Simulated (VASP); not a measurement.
# CdSe (F-43m) in VASP: settings compared

Aim: see how the results for CdSe move with the level of theory and the settings. Levels: PBEsol, RPBE, PBE. Tasks: single point.

All numbers are computed with VASP 6.6.1; they aren't measurements. Logs are shortened: lines on timing, memory, paths and dates and some standing lists are left out, and cuts for length are marked.

## (1) The crystal as given

Symmetry: F-43m, No. 216, cubic system. The conventional cell has a = 6.141 Å, b = 6.141 Å, c = 6.141 Å, α = 90.00°, β = 90.00°, γ = 90.00°. Cd (site symmetry -43m) is surrounded by 4 Se at 2.66 Å. Se (site symmetry -43m) is surrounded by 4 Cd at 2.66 Å.

Measurements of this composition are mostly on another form, of space group No. 186.

## (2) Single point, PBEsol

The input, run.py:

```python
from ase import Atoms
from ase.calculators.vasp import Vasp
from ase.dft.bandgap import bandgap

atoms = Atoms(
    ['Cd', 'Se'],
    cell=[[0.0, 3.0702711986, 3.0702711986], [3.0702711986, 0.0, 3.0702711986], [3.0702711986, 3.0702711986, 0.0]],
    scaled_positions=[[0.0, 0.0, 0.0], [0.25, 0.25, 0.25]],
    pbc=True,
)
calc = Vasp(
    directory='calc',
    xc='pbesol',
    pp='PBE',
    setups='recommended',
    prec='Accurate',
    encut=520,
    ediff=1e-06,
    ismear=0,
    sigma=0.02,
    lreal=False,
    lasph=True,
    nelm=60,
    algo='Fast',
    isif=2,
    lwave=False,
    lcharg=True,
    lelf=True,
    lvhar=True,
    kpts=[8, 8, 8],
    gamma=True,
)
atoms.calc = calc

print('energy (eV):', atoms.get_potential_energy())
print('free energy (eV):', atoms.get_potential_energy(force_consistent=True))
print('forces (eV/A):')
print(atoms.get_forces())
print('stress (eV/A^3, Voigt):', atoms.get_stress())
print('Fermi level (eV):', calc.get_fermi_level())
gap, top, bottom = bandgap(calc)
print('band gap (eV):', gap, 'from (spin, k, band)', top, 'to', bottom)
```

Potentials or basis: VASP PAW PBE potentials, release 64 (Cd, Se).

Launch:

```bash
$ python run.py
```

Log:

```text
energy (eV): -6.17290168
free energy (eV): -6.17290168
forces (eV/A):
[[-0. -0. -0.]
 [ 0.  0.  0.]]
stress (eV/A^3, Voigt): [ 0.00693334  0.00693334  0.00693334  0.          0.         -0.        ]
Fermi level (eV): 0.67162042
band gap (eV): 0.42600000000000005 from (spin, k, band) (0, np.int64(0), np.int64(8)) to (0, np.int64(0), np.int64(9))
```

OUTCAR:

```text
ENCUT = 520.000000
   EDIFF = 1.00e-06
   GGA = PS
   PREC = Accurate
   ISIF = 2
   ISMEAR = 0
   NELM = 60
   LASPH = .TRUE.
   LREAL = .FALSE.

 ion  position               nearest neighbor table
   1  0.000  0.000  0.000-   2 2.66   2 2.66   2 2.66   2 2.66
   2  0.250  0.250  0.250-   1 2.66   1 2.66   1 2.66   1 2.66

  LATTYP: Found a face centered cubic cell.
 ALAT       =     6.1405423972

  Lattice vectors:

 A1 = (   0.0000000000,   3.0702711986,   3.0702711986)
 A2 = (   3.0702711986,   0.0000000000,   3.0702711986)
 A3 = (   3.0702711986,   3.0702711986,   0.0000000000)

Analysis of symmetry for initial positions (statically):
=====================================================================
 Subroutine PRICEL returns:
 Original cell was already a primitive cell.

 Routine SETGRP: Setting up the symmetry group for a
 face centered cubic supercell.

 Subroutine GETGRP returns: Found 24 space group operations
 (whereof 24 operations were pure point group operations)
 out of a pool of 48 trial point group operations.

The static configuration has the point symmetry T_d .

Analysis of symmetry for dynamics (positions and initial velocities):
=====================================================================
 Subroutine PRICEL returns:
 Original cell was already a primitive cell.

 Routine SETGRP: Setting up the symmetry group for a
 face centered cubic supercell.

 Subroutine GETGRP returns: Found 24 space group operations
 (whereof 24 operations were pure point group operations)
 out of a pool of 48 trial point group operations.

The dynamic configuration has the point symmetry T_d .

 Subroutine INISYM returns: Found 24 space group operations
 (whereof 24 operations are pure point group operations),
 and found     1 'primitive' translations

----------------------------------------------------------------------------------------

                                     Primitive cell

  volume of cell :      57.8842

  direct lattice vectors                    reciprocal lattice vectors
     0.000000000  3.070271199  3.070271199    -0.162852063  0.162852063  0.162852063
     3.070271199  0.000000000  3.070271199     0.162852063 -0.162852063  0.162852063
     3.070271199  3.070271199  0.000000000     0.162852063  0.162852063 -0.162852063

  length of vectors
     4.342019169  4.342019169  4.342019169     0.282068048  0.282068048  0.282068048

  position of ions in fractional coordinates (direct lattice)
     0.000000000  0.000000000  0.000000000
     0.250000000  0.250000000  0.250000000

  ion indices of the primitive-cell ions
   primitive index   ion index
                 1           1
                 2           2

----------------------------------------------------------------------------------------

 KPOINTS: KPOINTS created by Atomic Simulation Env

Automatic generation of k-mesh.
 Grid dimensions read from file:
 generate k-points for:    8    8    8

 Generating k-lattice:

  Cartesian coordinates                     Fractional coordinates (reciprocal lattice)
    -0.020356508  0.020356508  0.020356508     0.125000000  0.000000000  0.000000000
     0.020356508 -0.020356508  0.020356508     0.000000000  0.125000000  0.000000000
     0.020356508  0.020356508 -0.020356508     0.000000000  0.000000000  0.125000000

  Length of vectors
     0.035258506  0.035258506  0.035258506

  Shift w.r.t. Gamma in fractional coordinates (k-lattice)
     0.000000000  0.000000000  0.000000000

 Subroutine IBZKPT returns following result:
 ===========================================

 Found     29 irreducible k-points:

 Following reciprocal coordinates:
            Coordinates               Weight
  0.000000  0.000000  0.000000      1.000000
  0.125000  0.000000  0.000000      8.000000
  0.250000  0.000000  0.000000      8.000000
  0.375000  0.000000  0.000000      8.000000
  0.500000  0.000000  0.000000      4.000000
  0.125000  0.125000  0.000000      6.000000
[... 16 lines left out ...]
  0.500000  0.250000  0.125000     48.000000
 -0.375000  0.250000  0.125000     24.000000
 [... further k-points ...]
   k-points           NKPTS =     29   k-points in BZ     NKDIM =     29   number of bands    NBANDS=     13
   number of dos      NEDOS =    301   number of ions     NIONS =      2
   total plane-waves  NPLWV =  32768
   dimension x,y,z NGX =    32 NGY =   32 NGZ =   32
   dimension x,y,z NGXF=    64 NGYF=   64 NGZF=   64
   ions per type =               1   1
   NGX,Y,Z   is equivalent  to a cutoff of  12.25, 12.25, 12.25 a.u.
   NGXF,Y,Z  is equivalent  to a cutoff of  24.50, 24.50, 24.50 a.u.
 SYSTEM =  unknown system
   PREC   = accura    normal or accurate (medium, high low for compatibility)
   ISTART =      0    job   : 0-new  1-cont  2-samecut
   ICHARG =      2    charge: 1-file 2-atom 10-const
   ISPIN  =      1    spin polarized calculation?
   LNONCOLLINEAR =      F non collinear calculations
   LSORBIT =      F    spin-orbit coupling
   LASPH  =      T    aspherical Exc in radial PAW
   ENCUT  =  520.0 eV  38.22 Ry    6.18 a.u.   8.07  8.07  8.07*2*pi/ulx,y,z
   NELM   =     60;   NELMIN=  2; NELMDL= -5     # of ELM steps
   EDIFF  = 0.1E-05   stopping-criterion for ELM
   LREAL  =      F    real-space projection
   EDIFFG = 0.1E-04   stopping-criterion for IOM
   NSW    =      0    number of steps for IOM
   IBRION =     -1    ionic relax: 0-MD 1-quasi-New 2-CG
   NFREE  =      0    steps in history (QN), initial steepest desc. (CG)
   ISIF   =      2    stress and relaxation
   ISYM   =      2    0-nonsym 1-usesym 2-fastsym
   POTIM  = 0.5000    time-step for ionic-motion
   TEBEG  =    0.0;   TEEND  =   0.0 temperature during run
   PSTRESS=    0.0 pullay stress
   NELECT =      18.0000    total number of electrons
   NUPDOWN=      -1.0000    fix difference up-down
   EMIN   =  10.00;   EMAX   =-10.00  energy-range for DOS
   EFERMI =   0.00;   METHOD = LEGACY
   ISMEAR =     0;   SIGMA  =   0.02  broadening in eV -4-tet -1-fermi 0-gaus
   EFERMI_NEDOS =   21; number of points for ismear=-14 and -15
   IALGO  =     68    algorithm
   IMIX   =      4    mixing-type and parameters
     AMIX     =   0.40;   BMIX     =  1.00
     AMIX_MAG =   1.60;   BMIX_MAG =  1.00
  volume/ion in A,a.u.               =      28.94       195.31
  Fermi-wavevector in a.u.,A,eV,Ry     =   1.109121  2.095935 16.737199  1.230149
  Thomas-Fermi vector in A             =   2.245657
   LORBIT       =      0    0 simple, 1 ext, 2 COOP (PROOUT), +10 PAW based schemes
   GGA     = PS    functional components
   LHFCALC =     F    Hartree Fock is set to
   AEXX    =    0.0000 exact exchange contribution
   IVDW    =     0    specifies the selected vdW correction
   LEPSILON=     F    determine dielectric tensor
   LRPA    =     F    only Hartree local field effects (RPA)
 non-spin polarized calculation
 RMM-DIIS sequential band-by-band and
 Gauss-broadening in eV      SIGMA  =   0.02
  energy-cutoff  :      520.00
  volume of cell :       57.88
 maximum number of plane-waves:      1588
   NGX = 17   NGY = 17   NGZ = 17

 number of electron      18.0000008 magnetization

 Free energy of the ion-electron system (eV)
  ---------------------------------------------------
  ext. energy  EPLUGINS =         0.00000000
  ---------------------------------------------------
  free energy    TOTEN  =        -6.17290168 eV

  energy without entropy =       -6.17290168  energy(sigma->0) =       -6.17290168

 E-fermi :   0.6716     XC(G=0):  -8.9697

 val. band max:        0.5893967689   @ k =   0.0000   0.0000   0.0000
 cond. band min:       1.0153917620   @ k =   0.0000   0.0000   0.0000
 fundamental gap:      0.4259949931
 Fermi energy:         0.6716204171

 k-point     1 :       0.0000    0.0000    0.0000
  band No.  band energies     occupation
      1     -11.8770      2.00000
      2      -7.2294      2.00000
      3      -7.2294      2.00000
      4      -7.2294      2.00000
      5      -6.8784      2.00000
      6      -6.8784      2.00000
      7       0.5894      2.00000
      8       0.5894      2.00000
      9       0.5894      2.00000
     10       1.0154      0.00000
     11       6.4429      0.00000
     12       6.4429      0.00000
     13       6.4429      0.00000

 k-point     2 :       0.1250    0.0000    0.0000
  band No.  band energies     occupation
      1     -11.8260      2.00000
      2      -7.2133      2.00000
      3      -7.2133      2.00000
      4      -7.1838      2.00000
      5      -6.8793      2.00000
      6      -6.8793      2.00000
      7      -0.6433      2.00000
      8       0.4689      2.00000
      9       0.4689      2.00000
     10       2.0504      0.00000
     11       6.2110      0.00000
     12       6.6403      0.00000
     13       6.6403      0.00000

 k-point     3 :       0.2500    0.0000    0.0000
  band No.  band energies     occupation
      1     -11.7011      2.00000
      2      -7.1781      2.00000
      3      -7.1781      2.00000
      4      -7.0295      2.00000
      5      -6.8765      2.00000
      6      -6.8765      2.00000
      7      -2.0514      2.00000
      8       0.2031      2.00000
      9       0.2031      2.00000
     10       2.7400      0.00000
     11       6.4037      0.00000
     12       6.9492      0.00000
     13       6.9492      0.00000
[... 305 lines left out ...]
 k-point    23 :       0.5000    0.2500    0.1250
  band No.  band energies     occupation
      1     -11.5082      2.00000
      2      -7.1124      2.00000
      3      -7.0958      2.00000
      4      -6.9208      2.00000
      5      -6.8579      2.00000
      6      -6.6571      2.00000
      7      -3.1049      2.00000
      8      -1.2172      2.00000
      9      -0.4421      2.00000
     10       4.2638      0.00000
     11       5.8566      0.00000
     12       6.8132      0.00000
     13       8.2544      0.00000

 k-point    24 :      -0.3750    0.2500    0.1250
  band No.  band energies     occupation
      1     -11.4666      2.00000
      2      -7.1076      2.00000
      3      -7.0844      2.00000
      4      -6.8969      2.00000
      5      -6.8632      2.00000
      6      -6.5253      2.00000
      7      -3.4562      2.00000
      8      -1.3373      2.00000
      9      -0.5880      2.00000
     10       4.3045      0.00000
     11       5.9461      0.00000
     12       7.2729      0.00000
     13       8.4263      0.00000

 [... further k-points ...]
[... 5 lines left out ...]
  --------------------------------------------------------------------------------------
  -------------------------------------------------------------------------------------
  Total       -0.4013309     -0.4013309     -0.4013309      0.0000000     -0.0000000     -0.0000000
  in kB      -11.1084379    -11.1084379    -11.1084379      0.0000000     -0.0000000     -0.0000000
  external PRESSURE =     -11.1084379 kB  Pullay stress =       0.0000000 kB

 VOLUME and BASIS-vectors are now :
 -----------------------------------------------------------------------------
  energy-cutoff  :      520.00
  volume of cell :       57.88
      direct lattice vectors                 reciprocal lattice vectors
     0.000000000  3.070271199  3.070271199    -0.162852063  0.162852063  0.162852063
     3.070271199  0.000000000  3.070271199     0.162852063 -0.162852063  0.162852063
     3.070271199  3.070271199  0.000000000     0.162852063  0.162852063 -0.162852063

 POSITION                                       TOTAL-FORCE (eV/Angst)
 -----------------------------------------------------------------------------------
      0.00000      0.00000      0.00000        -0.000000     -0.000000     -0.000000
      1.53514      1.53514      1.53514         0.000000      0.000000      0.000000
 -----------------------------------------------------------------------------------
    total drift:                               -0.000000     -0.000000     -0.000000

  FREE ENERGIE OF THE ION-ELECTRON SYSTEM (eV)
  ---------------------------------------------------
  free  energy   TOTEN  =        -6.1729016846 eV

  energy  without entropy=       -6.1729016846  energy(sigma->0) =       -6.17290168
```

INCAR:

```text
ENCUT = 520.000000
SIGMA = 0.020000
EDIFF = 1.00e-06
ALGO = Fast
GGA = PS
PREC = Accurate
ISIF = 2
ISMEAR = 0
NELM = 60
LASPH = .TRUE.
LCHARG = .TRUE.
LELF = .TRUE.
LVHAR = .TRUE.
LWAVE = .FALSE.
LREAL = .FALSE.
```

Run time: 28 s. Hardware: 1 thread of Intel Xeon Platinum 8259CL at 2.50GHz (Skylake/Cascade Lake), shared host; peak memory 0.18 GiB.

What came out:

```
Free energy            : -6.1729 eV
Pressure               : -1.1 GPa
Band gap on the k mesh : 0.43 eV, direct
```

Levels at points of the mesh, in eV from the valence-band top:
| k point | band 6 | band 7 | band 8 | band 9 | band 10 | band 11 | band 12 | band 13 |
| --- | --- | --- | --- | --- | --- | --- | --- | --- |
| (0.00, 0.00, 0.00) | -7.47 | 0.00 | 0.00 | 0.00 | 0.43 | 5.85 | 5.85 | 5.85 |
| (0.50, 0.00, 0.00) | -7.20 | -4.28 | -0.72 | -0.72 | 2.25 | 6.35 | 6.35 | 7.20 |
| (0.50, 0.50, 0.00) | -7.14 | -4.00 | -1.78 | -1.78 | 3.05 | 3.65 | 8.85 | 9.96 |

Caveat: the PAW data sets were made with another functional, which shifts forces and pressure a little.

## (3) Single point, RPBE

The input, INCAR:

```
PREC = Accurate ; ENCUT = 520
EDIFF = 1E-6 ; ISMEAR = 0
SIGMA = 0.05 ; LREAL = False
LASPH = True ; NELM = 100
ALGO = Fast ; ISIF = 2
LWAVE = False ; LCHARG = False
GGA = RP ; NBANDS = 16
```

The input, KPOINTS:

```
regular mesh
0
Gamma
  8 8 8
```

The input, POSCAR:

```
CdSe
1.0
    0.0000000000      3.0702711986      3.0702711986
    3.0702711986      0.0000000000      3.0702711986
    3.0702711986      3.0702711986      0.0000000000
Cd Se
1 1
Direct
    0.0000000000      0.0000000000      0.0000000000
    0.2500000000      0.2500000000      0.2500000000
```

Potentials or basis: VASP PAW PBE potentials, release 64 (Cd, Se).

Launch:

```bash
$ cat potpaw_PBE.64/Cd/POTCAR potpaw_PBE.64/Se/POTCAR > POTCAR
$ mpirun -np 1 vasp_std > vasp.out
```

Run time: 42 s. Hardware: 1 thread of AMD EPYC, shared host; peak memory 0.15 GiB.

It converged, with:

* Free energy: -4.8344 eV
* Pressure: 3.5 GPa
* Band gap on the k mesh: 0.72 eV, direct

Levels at points of the mesh, in eV from the valence-band top:
```
           k point  band 6  band 7  band 8  band 9  band 10  band 11  band 12  band 13
(0.00, 0.00, 0.00)   -7.51    0.00    0.00    0.00     0.72     6.01     6.01     6.01
(0.50, 0.00, 0.00)   -7.23   -4.16   -0.70   -0.70     2.49     6.52     6.52     7.55
(0.50, 0.50, 0.00)   -7.16   -3.91   -1.74   -1.74     3.37     3.83     9.19    10.17
```

Caveat: the PAW data sets were made with another functional, which shifts forces and pressure a little.

## (4) Single point, RPBE

The input, run.py:

```python
from ase.calculators.vasp import Vasp
from ase.dft.bandgap import bandgap
from ase.io import read

atoms = read('POSCAR')
calc = Vasp(
    directory='calc',
    xc='rpbe',
    pp='PBE',
    setups='materialsproject',
    prec='Accurate',
    encut=520,
    ediff=1e-06,
    ismear=0,
    sigma=0.05,
    lreal=False,
    lasph=True,
    nelm=60,
    algo='Normal',
    isif=2,
    lwave=False,
    lcharg=False,
    kpts=[8, 8, 8],
    gamma=True,
    nbands=16,
)
atoms.calc = calc

print('energy (eV):', atoms.get_potential_energy())
print('free energy (eV):', atoms.get_potential_energy(force_consistent=True))
print('forces (eV/A):')
print(atoms.get_forces())
print('stress (eV/A^3, Voigt):', atoms.get_stress())
print('Fermi level (eV):', calc.get_fermi_level())
gap, top, bottom = bandgap(calc)
print('band gap (eV):', gap, 'from (spin, k, band)', top, 'to', bottom)
```

POSCAR is that of step 3.

Launch:

```bash
$ python run.py
```

Wall time 45 s (1 thread of AMD EPYC, shared host); peak memory 0.16 GiB.

Results (log left out):

* Free energy: -4.8344 eV
* Pressure: 3.5 GPa
* Band gap on the k mesh: 0.72 eV, direct

Levels at points of the mesh, in eV from the valence-band top:
```
           k point  band 5  band 6  band 7  band 8  band 9  band 10  band 11  band 12  band 13  band 14
(0.00, 0.00, 0.00)   -7.51   -7.51    0.00    0.00    0.00     0.72     6.01     6.01     6.01     9.94
(0.50, 0.00, 0.00)   -7.48   -7.23   -4.16   -0.70   -0.70     2.49     6.52     6.52     7.55    10.22
(0.50, 0.50, 0.00)   -7.45   -7.16   -3.91   -1.74   -1.74     3.37     3.83     9.19    10.17    10.17
```

Caveat: the PAW data sets were made with another functional, which shifts forces and pressure a little. RPBE gaps usually lie below the measured ones, often by a third to a half.

[end of part 1 of 2]
